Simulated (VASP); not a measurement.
# KI (Fm-3m) in VASP: notebook, part 3 of 3

VASP 6.6.1. Earlier steps stand in the parts before.

**4. EvGW0 quasiparticle levels, PBE**

Input file POSCAR:

```
KI
1.0
    0.0000000000      3.5327750000      3.5327750000
    3.5327750000      0.0000000000      3.5327750000
    3.5327750000      3.5327750000      0.0000000000
I K
1 1
Direct
    0.5000000000      0.5000000000      0.5000000000
    0.0000000000      0.0000000000      0.0000000000
```

Input file INCAR.step1:

```
SYSTEM = KI
  PREC = Accurate
  ENCUT = 450
  EDIFF = 1E-8
  ISMEAR = 0
  SIGMA = 0.01
  LREAL = .False.
  LASPH = .True.
  NELM = 100
  ALGO = Normal
  LWAVE = .True.
  LCHARG = .False.
  GGA = PE
```

Input file INCAR.step2:

```
SYSTEM = KI
  PREC = Accurate
  ENCUT = 450
  EDIFF = 1E-8
  ISMEAR = 0
  SIGMA = 0.01
  LREAL = .False.
  LASPH = .True.
  NELM = 1
  ALGO = Exact
  LWAVE = .True.
  LCHARG = .False.
  GGA = PE
  NBANDS = 375
  LOPTICS = .True.
  ISTART = 1
```

Input file INCAR.step3:

```
SYSTEM = KI
  PREC = Accurate
  ENCUT = 450
  EDIFF = 1E-8
  ISMEAR = 0
  SIGMA = 0.01
  LREAL = .False.
  LASPH = .True.
  ALGO = EVGW0
  LWAVE = .False.
  LCHARG = .False.
  GGA = PE
  NELMGW = 4
  NBANDS = 375
  ENCUTGW = 150
  NOMEGA = 64
  PRECFOCK = Fast
  ISTART = 1
  NBANDSGW = 16
```

Input file KPOINTS:

```
regular mesh
0
Gamma
  4 4 4
  0 0 0
```

Potentials or basis: VASP PAW PBE potentials, release 64 (I_GW, K_sv_GW).

Command:

```sh
$ cat potpaw_PBE.64/I_GW/POTCAR potpaw_PBE.64/K_sv_GW/POTCAR > POTCAR
$ cp INCAR.step1 INCAR
$ mpirun -np 1 vasp_std > vasp.out
$ cp INCAR.step2 INCAR
$ mpirun -np 1 vasp_std > vasp.out
$ cp INCAR.step3 INCAR
$ mpirun -np 1 vasp_std > vasp.out
```

OUTCAR:

```text
SYSTEM = KI
   PREC = Accurate
   ENCUT = 450
   EDIFF = 1E-8
   ISMEAR = 0
   LREAL = .False.
   LASPH = .True.
   GGA = PE
   NELMGW = 4
   ENCUTGW = 150
   PRECFOCK = Fast
   ISTART = 1

 ion  position               nearest neighbor table
   1  0.500  0.500  0.500-   2 3.53   2 3.53   2 3.53   2 3.53   2 3.53   2 3.53
   2  0.000  0.000  0.000-   1 3.53   1 3.53   1 3.53   1 3.53   1 3.53   1 3.53

  LATTYP: Found a face centered cubic cell.
 ALAT       =     7.0655500000

  Lattice vectors:

 A1 = (   0.0000000000,   3.5327750000,   3.5327750000)
 A2 = (   3.5327750000,   0.0000000000,   3.5327750000)
 A3 = (   3.5327750000,   3.5327750000,   0.0000000000)

Analysis of symmetry for initial positions (statically):
=====================================================================
 Subroutine PRICEL returns:
 Original cell was already a primitive cell.

 Routine SETGRP: Setting up the symmetry group for a
 face centered cubic supercell.

 Subroutine GETGRP returns: Found 48 space group operations
 (whereof 48 operations were pure point group operations)
 out of a pool of 48 trial point group operations.

The static configuration has the point symmetry O_h .

Analysis of symmetry for dynamics (positions and initial velocities):
=====================================================================
 Subroutine PRICEL returns:
 Original cell was already a primitive cell.

 Routine SETGRP: Setting up the symmetry group for a
 face centered cubic supercell.
[... 80 lines left out ...]
   ISTART =      1    job   : 0-new  1-cont  2-samecut
   ICHARG =      0    charge: 1-file 2-atom 10-const
   ISPIN  =      1    spin polarized calculation?
   LNONCOLLINEAR =      F non collinear calculations
   LSORBIT =      F    spin-orbit coupling
   LASPH  =      T    aspherical Exc in radial PAW
   ENCUT  =  450.0 eV  33.07 Ry    5.75 a.u.   8.64  8.64  8.64*2*pi/ulx,y,z
   NELM   =     60;   NELMIN=  2; NELMDL=  0     # of ELM steps
   EDIFF  = 0.1E-07   stopping-criterion for ELM
   LREAL  =      F    real-space projection
   EDIFFG = 0.1E-06   stopping-criterion for IOM
   NSW    =      0    number of steps for IOM
   IBRION =     -1    ionic relax: 0-MD 1-quasi-New 2-CG
   NFREE  =      0    steps in history (QN), initial steepest desc. (CG)
   ISIF   =      0    stress and relaxation
   ISYM   =      3    0-nonsym 1-usesym 2-fastsym
   POTIM  = 0.5000    time-step for ionic-motion
   TEBEG  =    0.0;   TEEND  =   0.0 temperature during run
   PSTRESS=    0.0 pullay stress
   NELECT =      16.0000    total number of electrons
   NUPDOWN=      -1.0000    fix difference up-down
   EMIN   =  10.00;   EMAX   =-10.00  energy-range for DOS
   EFERMI =   0.00;   METHOD = LEGACY
   ISMEAR =     0;   SIGMA  =   0.01  broadening in eV -4-tet -1-fermi 0-gaus
   EFERMI_NEDOS =   21; number of points for ismear=-14 and -15
   IALGO  =     38    algorithm
   IMIX   =      4    mixing-type and parameters
     AMIX     =   0.40;   BMIX     =  1.00
     AMIX_MAG =   1.60;   BMIX_MAG =  1.00
  volume/ion in A,a.u.               =      44.09       297.54
  Fermi-wavevector in a.u.,A,eV,Ry     =   0.926806  1.751409 11.686988  0.858969
  Thomas-Fermi vector in A             =   2.052808
   LORBIT       =      0    0 simple, 1 ext, 2 COOP (PROOUT), +10 PAW based schemes
   GGA     = PE    functional components
   LHFCALC =     T    Hartree Fock is set to
   PRECFOCK=fast      Normal, Fast or Accurate (Low or Medium for compatibility)
   ENCUT4O =  -1.0   cutoff for four orbital integrals eV
   NKREDX  =     1    reduce k-point grid by
   NKREDY  =     1    reduce k-point grid by
   NKREDZ  =     1    reduce k-point grid by
   AEXX    =    1.0000 exact exchange contribution
   HFSCREEN=    0.0000 screening length (either q_TF or 0.3 A-1)
   HFSCREENC=   0.0000 screening length for correlation (either q_TF or 0.3 A-1)
   ENCUTFOCK=  -1.0 apply spherical cutoff to Coloumb kernel
   IVDW    =     0    specifies the selected vdW correction
   LEPSILON=     F    determine dielectric tensor
   LRPA    =     F    only Hartree local field effects (RPA)
   LRPAFORCE           =     F    calculate RPA forces
   ENCUTGW             = 150.0    cutoff for response function in eV
   ENCUTGWSOFT         = 120.0    soft cutoff for Coulomb kernel in GW response function in eV
   ENCUTLF             =  -1.0    cutoff for local field effects
   NELMGW              =     4    number of iterations in solving QP/BSE equation
   NELMHF              =     1    number of iterations in the inner HF iteration
   NKREDLFX            =     1    NKREDLFY  =   1   NKREDLFZ  =   1
 non-spin polarized calculation
 Gauss-broadening in eV      SIGMA  =   0.01
  energy-cutoff  :      450.00
  volume of cell :       88.18
 maximum number of plane-waves:      1924
 NGX is ok and might be reduce to    36
  NGX = 20; NGY = 20; NGZ = 20
   NGX = 17   NGY = 17   NGZ = 17
 maximum number of plane-waves:       380

 QP shifts <psi_nk| G(iteration)W_0 |psi_nk>: iteration 1
 for sc-GW calculations column KS-energies equals QP-energies in previous step
 and V_xc(KS)=  KS-energies - (<T + V_ion + V_H > + <T+V_H+V_ion>^1  + <V_x>^1)

 k-point   1 :       0.0000    0.0000    0.0000
  band No.  KS-energies  QP-energies   sigma(KS)   V_xc(KS)     V^pw_x(r,r')   Z            occupation Imag(sigma)

      1     -27.9807     -29.6885     -21.3375     -18.5264     -30.7409       0.6075       2.0000       0.6146
      2     -11.4685     -14.4217     -21.5313     -17.7826     -24.6251       0.7878       2.0000       0.1247
      3     -11.4685     -14.4217     -21.5313     -17.7826     -24.6251       0.7878       2.0000       0.1247
      4     -11.4685     -14.4217     -21.5313     -17.7826     -24.6251       0.7878       2.0000       0.1247
      5      -9.9866     -11.6115     -14.1702     -12.1067     -18.9708       0.7875       2.0000       1.3624
      6       0.5153      -1.2253     -13.2816     -11.0889     -14.2234       0.7939       2.0000       0.0681
[... 621 lines left out ...]
      2     -15.0516     -15.0755     -21.0991       6.0169     -24.4144       0.7829       2.0000       0.1691
      3     -15.0941     -15.1188     -21.3213       6.1957     -24.5518       0.7840       2.0000       0.1246
      4     -15.0941     -15.1188     -21.3213       6.1957     -24.5518       0.7840       2.0000       0.1246
      5     -11.7430     -11.7487     -14.4985       2.7487     -19.2433       0.8287       2.0000       1.2913
      6      -2.3840      -2.3926     -12.5261      10.1313     -13.7843       0.7911       2.0000       0.0870
[... 8 lines left out ...]
     15      12.8420      12.8463      -9.6071      22.4546      -5.4260       0.7814       0.0000      -0.1856
     16      12.3571      12.3587      -7.7459      20.1051      -3.7662       0.7823       0.0000      -0.2054
```

OUTCAR.step1:

```text
SYSTEM = KI
   PREC = Accurate
   ENCUT = 450
   EDIFF = 1E-8
   ISMEAR = 0
   LREAL = .False.
   LASPH = .True.
[... 323 lines left out ...]
      3.53277      3.53277      3.53277        -0.000000     -0.000000     -0.000000
      0.00000      0.00000      0.00000         0.000000      0.000000      0.000000
 -----------------------------------------------------------------------------------
    total drift:                                0.000000      0.000000      0.000000

  FREE ENERGIE OF THE ION-ELECTRON SYSTEM (eV)
  ---------------------------------------------------
  free  energy   TOTEN  =        -8.0232458347 eV

  energy  without entropy=       -8.0232458347  energy(sigma->0) =       -8.02324583
```

OUTCAR.step2:

```text
SYSTEM = KI
   PREC = Accurate
   ENCUT = 450
   EDIFF = 1E-8
[... 723 lines left out ...]
  --------------------------------------------------------------------------------------------------------------
     0.00000     3.23187     3.23187     3.23187     0.00000     0.00000    -0.00000
     2.11991     3.46009     3.46009     3.46009     0.00000     0.00000    -0.00000
     4.23982     4.14671     4.14671     4.14671     0.00000     0.00000    -0.00000
     6.35972     2.69119     2.69119     2.69119    -0.00000    -0.00000     0.00000
     8.47963     0.08022     0.08022     0.08022     0.00000    -0.00000    -0.00000
    10.59954     0.26003     0.26003     0.26003    -0.00000    -0.00000     0.00000
[... 92 lines left out ...]
   207.75097     0.99394     0.99394     0.99394    -0.00000     0.00000    -0.00000
   209.87088     0.99407     0.99407     0.99407    -0.00000     0.00000    -0.00000
```

It took 53 min on 1 thread of Intel Xeon Platinum 8259CL at 2.50GHz (Skylake/Cascade Lake), shared host; peak memory 1.2 GiB.

Results:

```
Band gap on the k mesh, mean-field level : 3.96 eV, direct
Quasiparticle gap                        : 6.59 eV
Least direct quasiparticle gap           : 6.59 eV
```

Quasiparticle gap after each update of the energies (eV): 6.18, 6.52, 6.58, 6.59

Caveat: bands, screening cutoff and mesh are small and nothing is extrapolated, so the quasiparticle values aren't converged; spin-orbit coupling is left out, which moves the levels of the heavy elements.

**5. The reference run**

An earlier run on the cell as given: functional PBE; potentials or basis VASP PAW PBE potentials, release 64 (I, K_sv); cutoff 520 eV; k mesh 7 × 7 × 7; occupations fermi-dirac, width 0.05 eV; no spin polarisation.

- Pressure: 0.6 GPa
- Band gap on the k mesh: 3.96 eV, direct

**6. The runs side by side**

```tsv
task	level	potentials or basis	k mesh	cutoff (eV)	smearing	ladder	cutoff of the response function	frequency points	empty bands	GW scheme	gap on the mesh (eV)	pressure (GPa)
band structure	PBEsol	VASP PAW PBE potentials, release 64 (I, K_sv)	8 × 8 × 8	520	gaussian 0.02 eV	gaps	-	-	-	-	3.81	-
band structure	r2SCAN	VASP PAW PBE potentials, release 64 (I, K_sv)	8 × 8 × 8	520	gaussian 0.02 eV	gaps	-	-	-	-	4.61	0.1
evGW0 quasiparticle levels	PBE	VASP PAW PBE potentials, release 64 (I_GW, K_sv_GW)	4 × 4 × 4	450	gaussian 0.01 eV	-	150	64	367	evGW0	-	-
single point	PBE	VASP PAW PBE potentials, release 64 (I, K_sv)	7 × 7 × 7	520	fermi-dirac 0.05 eV	-	-	-	-	-	3.96	0.6
```

Alike in all rows: no spin polarisation; cell as given.

Caveats: spin-orbit coupling is left out, which moves the levels of the heavy elements; the PAW data sets were made with another functional, which shifts forces and pressure a little (some runs); bands, screening cutoff and mesh are small and nothing is extrapolated, so the quasiparticle values aren't converged (some runs); an odd mesh through Γ misses points on the zone boundary, where band edges often lie (some runs).

Absolute energies hang on the potentials; compare differences alone.

**7. Comparison with measurements**

Step 2. A measured gap of KI is 6.32 eV (a printed reference work, monograph); the calculated 3.81 eV misses it by -2.51 eV. Spin-orbit coupling on I is left out. The value is that of PBEsol, without temperature or zero-point motion. Semilocal functionals fall short of measured gaps as a rule.

Step 3. Measured gap of KI: 6.32 eV (a printed reference work, monograph). This calculation gives 4.61 eV (-1.71 eV). Spin-orbit coupling on I is left out. The value is that of r2SCAN, without temperature or zero-point motion.

Step 4. Measured gap of KI: 6.32 eV (a printed reference work, monograph). This calculation gives 6.59 eV (+0.27 eV). Spin-orbit coupling on I is left out. The value is that of GW on PBE, without temperature or zero-point motion.
